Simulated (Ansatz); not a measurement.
# TaS2 (P-3m1) in Ansatz: further runs

Runs on TaS2. Level: PBE. Tasks: single point, equation of state.

All numbers are computed with Ansatz 0.2.0; they aren't measurements. Logs are shortened: lines on timing, memory, paths and dates and some standing lists are left out, and cuts for length are marked.

## 1. The structure

It takes space group P-3m1 (No. 164, trigonal). The conventional cell has a = 3.350 Å, b = 3.350 Å, c = 5.860 Å, α = 90.00°, β = 90.00°, γ = 120.00°. Ta (site symmetry -3m) has 6 S at 2.43 Å as nearest neighbours. Around S (site symmetry 3m) lie 3 Ta at 2.43 Å.

## 2. Single point, PBE, 17.85 Å³/atom (volume scaled by 0.94)

Contents of input.yaml:

```yaml
crystal:
  lattice:
    - [3.2816134642, 0.0, 0.0]
    - [-1.6408067321, 2.8419606254, 0.0]
    - [0.0, 0.0, 5.7403745971]
  atoms:
    - { symbol: Ta, position: [0.0, 0.0, 0.0] }
    - { symbol: S, position: [0.6666666667, 0.3333333333, 0.75] }
    - { symbol: S, position: [0.3333333333, 0.6666666667, 0.25] }
hamiltonian:
  xc: pbe
  pseudopotentials: { kind: paw }
kpoints:
  mp_grid: { grid: [9, 9, 5] }
scf:
  occupations: { method: fermi_dirac, width: 0.05 }
output:
  forces: true
  stress: true
  eigenvalues: true
  write_density: true
  write_potential: true
  elf: true
  volumetric_format: npy
```

Potentials or basis: Ansatz PAW.

Launch:

```console
> ansatz run input.yaml --threads 2 --pin off --max-ram 5632MiB --backend cpu --events-out ev --progress --plain --runs-dir out
```

The log of the run:

```text
Warning: RAYON_NUM_THREADS=2 ignored (pool sized by the plan → 2); use --threads N
Engine: ansatz 0.2.0, x86_64-unknown-linux-gnu
Pseudopotentials: kind: paw
Pseudopotential: Ta, paw, valence charge 13, recommended cutoff 420 eV (normal), Ta.paw.azcp
Pseudopotential: S, paw, valence charge 6, recommended cutoff 420 eV (normal), S.paw.azcp
Functional definition: PBE
  parameter kappa = 0.804
  parameter beta = 0.06672455060314922
  exchange = pbe_x(kappa = kappa, mu = beta*pi^2/3)
  correlation = pbe_c(beta = beta)
Crystal: 3 atoms, lattice volume = 53.536 Å³
Basis set: ecut = 420 eV, 1051 PW (Γ), exchange–correlation on 48×48×80 points (8 copies of the dense FFT grid, shifted against one another)
Bands: 17, of which v1, the nominal top of the filled ones, is band 13 counted from 1 (12 counted from 0)
Symmetry: 12 space group operations
Space group: P-3m1 (ITA 164), of the structure as read, at distance tolerance 3.8e-5 Å
k-points: 50 of 405
Non-local potential: Ta, projectors of the file, l = 0: 3, l = 1: 2, l = 2: 2, l = 3: 1
Non-local potential: S, projectors of the file, l = 0: 2, l = 1: 2, l = 2: 2
PAW form: soft (Blöchl's): semilocal exchange-correlation on the pseudo side does not see the compensation charge
PAW one-centre angular grid: Ta, 590 points (default); XC on 64 Gauss nodes
PAW one-centre angular grid: S, 110 points (default); XC on 64 Gauss nodes
Initial density: superposition of atomic densities (neutral atoms: chi_scale 0, normalization atom), corrected by the library's trained network
Initial wavefunctions: pseudopotential atomic-orbital guess
Functional: x = pbe(κ = 0.804, μ = 0.2195149727645171), c = pbe(β = 0.06672455060314922)
SCF iter   1: F=—  HF=-11739.056241 eV  |F-HF|=—  |Δ(HF+E_count)|=         —  Δρ=2.64e-3  dr2=5.97e-3  ethr=1.77e-3  ⟨swp⟩=6.0  Hψ=4921  notcnv=0
preconditioner: auto → Kerker (q_TF=auto, 2.403 Å⁻¹)  [metal: Δε(μ)=0.007 eV  Ē_g=9.368 eV  σ=0.050 eV  W_gap=0.04  n_scr=10 (ndim 8)  ℏωp=20.9 eV  f_vac=0.009  D(μ)=1.80/eV (n_scr^D=22)]
SCF iter   2: F=—  HF=-11739.053126 eV  |F-HF|=—  |Δ(HF+E_count)|=   3.12e-3  Δρ=1.35e-3  dr2=1.58e-3  ethr=2.39e-5  ⟨swp⟩=2.3  Hψ=1484  notcnv=0
SCF iter   3: F=—  HF=-11739.053319 eV  |F-HF|=—  |Δ(HF+E_count)|=   1.93e-4  Δρ=2.69e-4  dr2=1.78e-4  ethr=6.30e-6  ⟨swp⟩=2.0  Hψ=1172  notcnv=0
SCF iter   4: F=—  HF=-11739.053310 eV  |F-HF|=—  |Δ(HF+E_count)|=   8.90e-6  Δρ=1.21e-4  dr2=3.25e-5  ethr=7.10e-7  ⟨swp⟩=2.0  Hψ=1178  notcnv=0
SCF iter   5: F=—  HF=-11739.053375 eV  |F-HF|=—  |Δ(HF+E_count)|=   6.48e-5  Δρ=5.31e-5  dr2=2.76e-6  ethr=1.30e-7  ⟨swp⟩=2.0  Hψ=1173  notcnv=0
SCF iter   6: F=—  HF=-11739.053376 eV  |F-HF|=—  |Δ(HF+E_count)|=   1.30e-6  Δρ=1.26e-5  dr2=1.48e-7  ethr=1.10e-8  ⟨swp⟩=2.1  Hψ=1181  notcnv=0
SCF iter   7: F=-11739.053376 eV  HF=-11739.053376 eV  |F-HF|=2.21e-9  |Δ(HF+E_count)|=   1.41e-7  Δρ=2.71e-6  dr2=4.69e-9  ethr=4.00e-10  ⟨swp⟩=10.0  Hψ=6099  notcnv=0
SCF 1 converged in 7 iterations: F = -11739.053376 eV  dr2 = 4.69e-9
SCF converged after 7 iterations
Free energy (F): -11739.053376 eV
Harris-Foulkes:  -11739.053376 eV  (|F-HF|=2.21e-9)
Internal energy: -11739.039270 eV  (E = F + TS)
E sigma→0 (E₀):  -11739.046323 eV
Entropy (-TS):   -0.014106 eV (-4.702 meV/atom)
Fermi energy:    11.650921 eV
--- Per-component energies (eV) ---
  E_band       = -163.536166
  E_kinetic    = 589.436400
  E_local      = -1380.048618  (includes V_loc(G=0)·N_el)
  E_nonlocal   = 72.620129
  E_hartree    = 531.261555
  E_xc         = -416.456520
  E_vxc        = -383.922289  (∫ρ·V_xc dr)
  E_paw        = -9598.254104  (= ΣΔE_a)
  E_vpaw       = -124.146613  (= ΣTr[D̂ρ^β])
  E_aug_tail   = 0.000157  (compensation charges beyond the density's cutoff)
  E_ewald      = -1537.598270
  E_smearing   = -0.014106  (= −TS)
  E_closure    = -0.000000  (closes the sum)
  Σ components = -11739.053376   (vs F -11739.053376, Δ=0.00e0)
--- Forces (eV/Å), atoms counted from 1 ---
  atom   1  Ta     0.00000000     0.00000000     0.00000000
  atom   2  S      0.00000000     0.00000000    -2.40529277
  atom   3  S      0.00000000    -0.00000000     2.40529277
  max |Σ_I F_I| component: 2.31e-18 eV/Å
--- Stress (GPa, compression-positive) ---
       18.600814      -0.000000       0.000000
        0.000000      18.600814      -0.000000
        0.000000      -0.000000      23.590216
  P = ⅓ Tr σ = 20.2639 GPa (202.639 kbar)
--- Band table (eV; the first three rows and the last of 50) ---
  k-point 0: bands = ["-56.8610", "-23.4539", "-23.3703", "-23.3703", "-3.9066", "-1.5564", "4.2884", "7.1449", "7.1449", "10.3124", "10.9254", "10.9254", "11.6513", "11.6513", "11.8982", "16.0108", "16.0108"]
  k-point 1: bands = ["-56.8610", "-23.4541", "-23.3703", "-23.3703", "-3.8201", "-1.7472", "4.6680", "7.1550", "7.1550", "9.3937", "10.8711", "10.8711", "11.6396", "11.6396", "12.5064", "16.1719", "16.1719"]
  k-point 2: bands = ["-56.8610", "-23.4542", "-23.3703", "-23.3703", "-3.6472", "-2.0738", "5.4723", "7.1717", "7.1717", "8.1461", "10.7869", "10.7869", "11.6200", "11.6200", "13.0240", "16.4520", "16.4520"]
  k-point 49: bands = ["-56.8402", "-23.6422", "-23.6422", "-23.3633", "-1.4975", "-1.4975", "5.7618", "5.7618", "5.9135", "7.7910", "7.9553", "7.9553", "12.9756", "13.2506", "13.2506", "16.9692", "16.9692"]
```

Run time: 5.2 s. Hardware: 2 threads of AMD EPYC, shared host; peak memory 0.39 GiB.

Results:

```yaml
Free_energy: -11739.0534 eV
Pressure: 20.3 GPa
Largest_force: 2.405 eV/Å
Band_gap_on_the_k_mesh: none (metal or under the smearing width)
```

Caveat: this functional lacks dispersion, which binds the layers, so the pressure and a relaxed spacing across them are unreliable; forces of over 1 eV/Å show positions far from the minimum, so gaps and moduli don't describe the material at rest.

## 3. Single point, PBE, 18.23 Å³/atom (volume scaled by 0.96)

input.yaml: that of step 2 with these lines changed.

```diff
@@ -2,5 +2,5 @@
   lattice:
-    - [3.2816134642, 0.0, 0.0]
-    - [-1.6408067321, 2.8419606254, 0.0]
-    - [0.0, 0.0, 5.7403745971]
+    - [3.3047241796, 0.0, 0.0]
+    - [-1.6523620898, 2.8619750921, 0.0]
+    - [0.0, 0.0, 5.7808011022]
   atoms:
```

Potentials or basis: Ansatz PAW.

Launch:

```console
> ansatz run input.yaml --threads 2 --pin off --max-ram 5632MiB --backend cpu --events-out ev --progress --plain --runs-dir out
```

Run time: 4.7 s. Hardware: 2 threads of AMD EPYC, shared host; peak memory 0.39 GiB.

It converged, with:

* Free energy: -11739.1827 eV
* Pressure: 16.2 GPa
* Largest force: 1.986 eV/Å
* Band gap on the k mesh: none (metal or under the smearing width)

Caveat: this functional lacks dispersion, which binds the layers, so the pressure and a relaxed spacing across them are unreliable; forces of over 1 eV/Å show positions far from the minimum, so gaps and moduli don't describe the material at rest.

## 4. Single point, PBE, 18.60 Å³/atom (volume scaled by 0.98)

input.yaml: that of step 3 with these lines changed.

```diff
@@ -2,5 +2,5 @@
   lattice:
-    - [3.3047241796, 0.0, 0.0]
-    - [-1.6523620898, 2.8619750921, 0.0]
-    - [0.0, 0.0, 5.7808011022]
+    - [3.3275161011, 0.0, 0.0]
+    - [-1.6637580505, 2.8817134751, 0.0]
+    - [0.0, 0.0, 5.8206699559]
   atoms:
```

Launch:

```console
> ansatz run input.yaml --threads 2 --pin off --max-ram 5632MiB --backend cpu --events-out ev --progress --plain --runs-dir out
```

It took 5.3 s on 2 threads of AMD EPYC, shared host; peak memory 0.39 GiB.

It converged, with:

```yaml
Free_energy: -11739.2845 eV
Pressure: 12.5 GPa
Largest_force: 1.596 eV/Å
Band_gap_on_the_k_mesh: none (metal or under the smearing width)
```

Caveat: this functional lacks dispersion, which binds the layers, so the pressure and a relaxed spacing across them are unreliable; forces of over 1 eV/Å show positions far from the minimum, so gaps and moduli don't describe the material at rest.

## 5. Single point, PBE, 18.98 Å³/atom

input.yaml: that of step 4 with these lines changed.

```diff
@@ -2,5 +2,5 @@
   lattice:
-    - [3.3275161011, 0.0, 0.0]
-    - [-1.6637580505, 2.8817134751, 0.0]
-    - [0.0, 0.0, 5.8206699559]
+    - [3.35, 0.0, 0.0]
+    - [-1.675, 2.9011851027, 0.0]
+    - [0.0, 0.0, 5.86]
   atoms:
@@ -20,5 +20 @@
   eigenvalues: true
-  write_density: true
-  write_potential: true
-  elf: true
-  volumetric_format: npy
```

Launch:

```console
> ansatz run input.yaml --threads 2 --pin off --max-ram 5632MiB --backend cpu --events-out ev --progress --plain --runs-dir out
```

It took 3.7 s on 2 threads of AMD EPYC, shared host; peak memory 0.39 GiB.

The run converged. Its results:

* Free energy: -11739.3613 eV
* Pressure: 9.2 GPa
* Largest force: 1.232 eV/Å
* Band gap on the k mesh: none (metal or under the smearing width)

Caveat: this functional lacks dispersion, which binds the layers, so the pressure and a relaxed spacing across them are unreliable; forces of over 1 eV/Å show positions far from the minimum, so gaps and moduli don't describe the material at rest.

## 6. Single point, PBE, 19.36 Å³/atom (volume scaled by 1.02)

input.yaml: that of step 5 with these lines changed.

```diff
@@ -2,5 +2,5 @@
   lattice:
-    - [3.35, 0.0, 0.0]
-    - [-1.675, 2.9011851027, 0.0]
-    - [0.0, 0.0, 5.86]
+    - [3.372186077, 0.0, 0.0]
+    - [-1.6860930385, 2.920398809, 0.0]
+    - [0.0, 0.0, 5.898809078]
   atoms:
```

Potentials or basis: Ansatz PAW.

Launch:

```console
> ansatz run input.yaml --threads 2 --pin off --max-ram 5632MiB --backend cpu --events-out ev --progress --plain --runs-dir out
```

It took 3.9 s on 2 threads of AMD EPYC, shared host; peak memory 0.38 GiB.

The run converged. Its results:

```yaml
Free_energy: -11739.4154 eV
Pressure: 6.1 GPa
Largest_force: 0.893 eV/Å
Band_gap_on_the_k_mesh: none (metal or under the smearing width)
```

Caveat: this functional lacks dispersion, which binds the layers, so the pressure and a relaxed spacing across them are unreliable.

## 7. Single point, PBE, 19.74 Å³/atom (volume scaled by 1.04)

input.yaml: that of step 6 with these lines changed.

```diff
@@ -2,5 +2,5 @@
   lattice:
-    - [3.372186077, 0.0, 0.0]
-    - [-1.6860930385, 2.920398809, 0.0]
-    - [0.0, 0.0, 5.898809078]
+    - [3.3940840028, 0.0, 0.0]
+    - [-1.6970420014, 2.939362969, 0.0]
+    - [0.0, 0.0, 5.9371141064]
   atoms:
```

Launch:

```console
> ansatz run input.yaml --threads 2 --pin off --max-ram 5632MiB --backend cpu --events-out ev --progress --plain --runs-dir out
```

Wall time 3.6 s (2 threads of AMD EPYC, shared host); peak memory 0.39 GiB.

The run converged. Its results:

```yaml
Free_energy: -11739.4489 eV
Pressure: 3.4 GPa
Largest_force: 0.577 eV/Å
Band_gap_on_the_k_mesh: none (metal or under the smearing width)
```

Caveat: this functional lacks dispersion, which binds the layers, so the pressure and a relaxed spacing across them are unreliable.

## 8. Single point, PBE, 20.12 Å³/atom (volume scaled by 1.06)

input.yaml: that of step 7 with these lines changed.

```diff
@@ -2,5 +2,5 @@
   lattice:
-    - [3.3940840028, 0.0, 0.0]
-    - [-1.6970420014, 2.939362969, 0.0]
-    - [0.0, 0.0, 5.9371141064]
+    - [3.4157029551, 0.0, 0.0]
+    - [-1.7078514776, 2.9580855309, 0.0]
+    - [0.0, 0.0, 5.9749311394]
   atoms:
```

Launch:

```console
> ansatz run input.yaml --threads 2 --pin off --max-ram 5632MiB --backend cpu --events-out ev --progress --plain --runs-dir out
```

Wall time 4.1 s (2 threads of AMD EPYC, shared host); peak memory 0.38 GiB.

The run converged. Its results:

| Quantity | Value |
| --- | --- |
| Free energy | -11739.4638 eV |
| Pressure | 0.9 GPa |
| Largest force | 0.282 eV/Å |
| Band gap on the k mesh | none (metal or under the smearing width) |

Caveat: this functional lacks dispersion, which binds the layers, so the pressure and a relaxed spacing across them are unreliable.

## 9. Equation of state, PBE

Potentials or basis: Ansatz PAW.

No new run: the results of the series are fitted here.

Results:

| Quantity | Value |
| --- | --- |
| Equilibrium volume | 20.26 Å³/atom (rough: see the caveat) |
| Bulk modulus at fixed shape and positions | 123 GPa (rough) |

Energy against volume, from the lowest point:
| volume (Å³/atom) | energy (meV/atom) |
| --- | --- |
| 17.845 | 136.82 |
| 18.225 | 93.70 |
| 18.605 | 59.78 |
| 18.984 | 34.19 |
| 19.364 | 16.16 |
| 19.744 | 4.97 |
| 20.123 | 0.00 |

Caveat: the minimum lies outside the volumes run; the cell was scaled at fixed shape and fractional positions, which overstates the stiffness of a crystal with free parameters, most of all of layers and chains; this functional lacks dispersion, which binds the layers, so the pressure and a relaxed spacing across them are unreliable.
